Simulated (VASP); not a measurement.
# C₄N₂H₄: relaxation of the atoms

C₄N₂H₄, molecule in box, 10 atoms in the cell. PBE; PAW potentials C, N, H (PBE set).

## Input

INCAR:
```
GGA = PE ; PREC = Accurate
ENCUT = 500 ; EDIFF = 1E-6
ISMEAR = 0 ; SIGMA = 0.02
LREAL = False ; LASPH = True
ALGO = Normal ; NELM = 100
IBRION = 2 ; NSW = 80
EDIFFG = -0.01 ; ISIF = 2
NCORE = 2 ; LWAVE = False
LCHARG = False
```

KPOINTS:
```
k-points
0
Gamma
  1 1 1
```

POSCAR:
```
H2C2N
1.0
   13.0000000000      0.0000000000      0.0000000000
    0.0000000000     13.0000000000      0.0000000000
    0.0000000000      0.0000000000      9.0000000000
C N H
4 2 4
Direct
    0.5000000000      0.6035080000      0.5000000000
    0.5895710000      0.5471290000      0.5000000000
    0.5000000000      0.3967840000      0.5000000000
    0.4104290000      0.5471290000      0.5000000000
    0.5920280000      0.4436140000      0.5000000000
    0.4079720000      0.4436140000      0.5000000000
    0.5000000000      0.6866280000      0.5000000000
    0.6642350000      0.5846080000      0.5000000000
    0.5000000000      0.3133720000      0.5000000000
    0.3357650000      0.5846080000      0.5000000000
```

Commands:
```
cat potpaw_PBE.64/C/POTCAR potpaw_PBE.64/N/POTCAR potpaw_PBE.64/H/POTCAR > POTCAR
mpirun -np 4 vasp_gam > vasp.out
```

## Result

- Ionic steps: 16
- SCF steps in all: 146

Ionic steps:

| Step | Energy (eV) | Largest force (eV/A) | SCF steps |
|---|---|---|---|
| 1 | -66.49915 | 0.9861 | 24 |
| 2 | -66.41210 | 2.3449 | 16 |
| 3 | -66.51820 | 0.4054 | 16 |
| 4 | -66.52303 | 0.7325 | 14 |
| 5 | -66.52641 | 0.3046 | 13 |
| 6 | -66.52624 | 0.4339 | 13 |
| 7 | -66.52915 | 0.1460 | 6 |
| 8 | -66.52959 | 0.1740 | 13 |
| 9 | -66.52982 | 0.1102 | 5 |
| 10 | -66.53019 | 0.0654 | 6 |
| 11 | -66.53027 | 0.0569 | 6 |
| 12 | -66.53035 | 0.0334 | 4 |
| 13 | -66.53035 | 0.0365 | 2 |
| 14 | -66.53038 | 0.0181 | 3 |
| 15 | -66.53038 | 0.0138 | 2 |
| 16 | -66.53039 | 0.0060 | 3 |

VASP 6.6.1 took 157 s on 4 cores (Intel Xeon Platinum 8488C (Sapphire Rapids)), a shared host.
